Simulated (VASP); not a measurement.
# TiSi2 (Fddd) in VASP: notebook, part 3 of 3

VASP 6.6.1. Earlier steps stand in the parts before.

**6. Core levels, PBE**

INCAR

```
SYSTEM = TiSi2
ALGO = Fast
EDIFF = 1E-7
ENCUT = 520
GGA = PE
ICORELEVEL = 1
ISIF = 2
ISMEAR = 0
LASPH = .TRUE.
LCHARG = .FALSE.
LREAL = .FALSE.
LWAVE = .FALSE.
NELM = 60
PREC = Accurate
SIGMA = 0.02
```

KPOINTS

```
k-points
0
G
  7 7 7
  0 0 0
```

POSCAR

```
TiSi2
1.0
    0.0000000000      4.1175163063      4.2628978354
    2.3895119538      0.0000000000      4.2628978354
    2.3895119538      4.1175163063      0.0000000000
Ti Si
2 4
Direct
    0.7500000000      0.7500000000      0.7500000000
    0.5000000000      0.5000000000      0.5000000000
    0.4125656100      0.0874343900      0.4125656100
    0.0874343900      0.4125656100      0.0874343900
    0.1625656100      0.8374343900      0.1625656100
    0.8374343900      0.1625656100      0.8374343900
```

Potentials or basis: VASP PAW PBE potentials, release 64 (Ti_sv, Si).

The run is started by

```console
$ cat potpaw_PBE.64/Ti_sv/POTCAR potpaw_PBE.64/Si/POTCAR > POTCAR
$ mpirun -np 1 vasp_std > vasp.out
```

OUTCAR:

```text
SYSTEM = TiSi2
   EDIFF = 1E-7
   ENCUT = 520
   GGA = PE
   ISIF = 2
   ISMEAR = 0
   LASPH = .TRUE.
   LREAL = .FALSE.
   NELM = 60
   PREC = Accurate

 ion  position               nearest neighbor table
   1  0.750  0.750  0.750-   6 2.55   5 2.55   6 2.55   5 2.55   3 2.74   3 2.74   4 2.74   4 2.74
                             3 2.78   4 2.78
   2  0.500  0.500  0.500-   4 2.55   3 2.55   4 2.55   3 2.55   5 2.74   5 2.74   6 2.74   6 2.74
[... 514 lines left out ...]
  -------------------------------------------------------------------------------------
  Total        1.2433961      0.3986103      1.5193971      0.0000000      0.0000000      0.0000000
  in kB       23.7487434      7.6134167     29.0203352      0.0000000      0.0000000      0.0000000
  external PRESSURE =      20.1274985 kB  Pullay stress =       0.0000000 kB

 VOLUME and BASIS-vectors are now :
 -----------------------------------------------------------------------------
  energy-cutoff  :      520.00
  volume of cell :       83.88
      direct lattice vectors                 reciprocal lattice vectors
     0.000000000  4.117516306  4.262897835    -0.209247750  0.121432427  0.117291106
     2.389511954  0.000000000  4.262897835     0.209247750 -0.121432427  0.117291106
     2.389511954  4.117516306  0.000000000     0.209247750  0.121432427 -0.117291106

 POSITION                                       TOTAL-FORCE (eV/Angst)
 -----------------------------------------------------------------------------------
      3.58427      6.17627      6.39435         0.000000      0.000000      0.000000
      2.38951      4.11752      4.26290         0.000000      0.000000     -0.000000
      1.19476      3.39749      2.13145        -0.000000      0.015406      0.000000
      1.19476      0.72003      2.13145        -0.000000     -0.015406      0.000000
      2.38951      1.33873      4.26290         0.000000      0.015406      0.000000
      2.38951      6.89630      4.26290         0.000000     -0.015406      0.000000
 -----------------------------------------------------------------------------------
    total drift:                               -0.000000     -0.000000     -0.000000

  FREE ENERGIE OF THE ION-ELECTRON SYSTEM (eV)
  ---------------------------------------------------
  free  energy   TOTEN  =       -40.6821212105 eV

  energy  without entropy=      -40.6812901848  energy(sigma->0) =      -40.68170570
```

OSZICAR:

```text
N       E                     dE             d eps       ncg     rms          rms(c)
DAV:   1     0.387932250817E+03    0.38793E+03   -0.19455E+04  3072   0.178E+03
DAV:   2     0.690965232833E+01   -0.38102E+03   -0.37792E+03  3072   0.496E+02
DAV:   3    -0.409284964367E+02   -0.47838E+02   -0.47266E+02  5576   0.139E+02
[... 51 lines left out ...]
RMM:  55    -0.406821207457E+02   -0.29141E-06   -0.45601E-06  3323   0.724E-03    0.293E-03
RMM:  56    -0.406821207226E+02    0.23056E-07   -0.13026E-06  3254   0.710E-03    0.291E-03
RMM:  57    -0.406821208477E+02   -0.12505E-06   -0.30453E-06  3197   0.695E-03    0.296E-03
RMM:  58    -0.406821212968E+02   -0.44917E-06   -0.60331E-06  3189   0.685E-03    0.291E-03
RMM:  59    -0.406821212105E+02    0.86366E-07   -0.55601E-07  3243   0.670E-03
   1 F= -.40682121E+02 E0= -.40681706E+02  d E =-.831026E-03
```

stdout:

```text
POSCAR found type information on POSCAR TiSi
 POSCAR found :  2 types and       6 ions
 scaLAPACK will be used
[... 43 lines left out ...]
 num prob  num prob  num prob  num prob  num prob  num prob  num prob  num prob  num prob  num prob  num prob  num prob  num prob  num prob  num prob  num prob  num prob  num prob  num prob  num prob  num prob RMM:  51    -0.406821200950E+02   -0.44591E-06   -0.64422E-06  3406   0.804E-03    0.254E-03
 num prob  num prob  num prob  num prob  num prob  num prob  num prob  num prob  num prob  num prob  num prob  num prob  num prob  num prob  num prob  num prob  num prob  num prob RMM:  52    -0.406821201132E+02   -0.18204E-07   -0.12012E-06  3420   0.778E-03    0.281E-03
 num prob WARNING in EDDRMM: call to ZHEGV failed, returncode =   6  3      5
 num prob  num prob  num prob  num prob  num prob  num prob  num prob  num p
```

It took 22 min on 1 thread of Intel Xeon Platinum 8175M at 2.50GHz (Skylake/Cascade Lake), shared host; peak memory 0.31 GiB.

What came out:

| Quantity | Value |
| --- | --- |
| Free energy | -40.6821 eV |
| Pressure | 2.0 GPa |
| Largest force | 0.015 eV/Å |
| Band gap on the k mesh | none (metal or under the smearing width) |

Forces in eV/Å, atoms in the order of the input:
```
Ti   0.000  0.000  0.000
Ti   0.000  0.000  0.000
Si   0.000  0.015  0.000
Si   0.000 -0.015  0.000
Si   0.000  0.015  0.000
Si   0.000 -0.015  0.000
```

Levels at points of the mesh, in eV from the Fermi level:
```csv
k point,band 18,band 19,band 20,band 21,band 22,band 23
"(0.00, 0.00, 0.00)",-2.07,-1.78,-1.35,-0.93,2.07,3.25
```

Core levels (eV, on the scale of the bands):
| atom | levels |
| --- | --- |
| 1 Ti | 1s -4852.0, 2s -520.5, 2p -427.8 |
| 2 Ti | 1s -4852.0, 2s -520.5, 2p -427.8 |
| 3 Si | 1s -1769.9, 2s -123.8, 2p -79.8 |
| 4 Si | 1s -1769.9, 2s -123.8, 2p -79.8 |
| 5 Si | 1s -1769.9, 2s -123.8, 2p -79.8 |
| 6 Si | 1s -1769.9, 2s -123.8, 2p -79.8 |

**7. For comparison**

An earlier run on the cell as given: functional PBEsol; potentials or basis VASP PAW PBE potentials, release 64 (Ti_sv, Si); cutoff 520 eV; k mesh 7 × 7 × 7; occupations fermi-dirac, width 0.05 eV; no spin polarisation.

- Pressure: -1.8 GPa
- Largest force: 0.049 eV/Å
- Band gap on the k mesh: none (metal or under the smearing width)

**8. Summary**

| task | level | smearing | k mesh for the DOS | occupations for the DOS | ladder | gap on the mesh (eV) | pressure (GPa) | largest force (eV/Å) |
| --- | --- | --- | --- | --- | --- | --- | --- | --- |
| density of states | PBEsol | gaussian 0.02 eV | 11 × 11 × 11 | tetrahedron | - | - | - | - |
| core levels | PBEsol | gaussian 0.02 eV | - | - | - | none | -1.8 | 0.04 |
| density of states | PBE | gaussian 0.02 eV | 11 × 11 × 11 | tetrahedron | - | - | - | - |
| electric field gradients | PBE | gaussian 0.02 eV | - | - | - | none | 2.0 | 0.02 |
| core levels | PBE | gaussian 0.02 eV | - | - | - | none | 2.0 | 0.02 |
| single point | PBEsol | fermi-dirac 0.05 eV | - | - | free | none | -1.8 | 0.05 |

Alike in all rows: potentials or basis VASP PAW PBE potentials, release 64 (Ti_sv, Si); no spin polarisation; cell as given; k mesh 7 × 7 × 7; cutoff (eV) 520.

Every run on the cell as given and a fine mesh finds a metal. The pressure there spans -1.8 GPa (PBEsol) to 2.0 GPa (PBE); a positive pressure means that this level wants a larger cell, a negative one a smaller.

Caveats: the PAW data sets were made with another functional, which shifts forces and pressure a little (some runs).

Total energies depend on the potentials used, so only differences within one code and one set of settings carry meaning.
